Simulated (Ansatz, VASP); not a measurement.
**One calculation of Rh, two programs**

```xyz
1
Lattice="0.0000 1.9161 1.9161 1.9161 0.0000 1.9161 1.9161 1.9161 0.0000" Properties=species:S:1:pos:R:3 pbc="T T T"
Rh    0.0000    0.0000    0.0000
```

Alike in both runs: task single point; functional PBE; k mesh 14 × 14 × 14; occupations gaussian, width 0.03 eV; no spin polarisation.

|  | VASP | Ansatz |
| --- | --- | --- |
| version | VASP 6.6.1 | Ansatz 0.2.0 |
| potentials or method | VASP PAW PBE potentials, release 64 (Rh_pv) | plane waves (420 eV) with PAW, scalar-relativistic |
| plane-wave cutoff (eV) | 520 | 420 |
| valence electrons in the cell | 15 | 17 |

```csv
,VASP,Ansatz,Ansatz less VASP
pressure (GPa),-0.4,-0.4,-0.03
```

The two sets of potentials don't hold the same shells in valence.
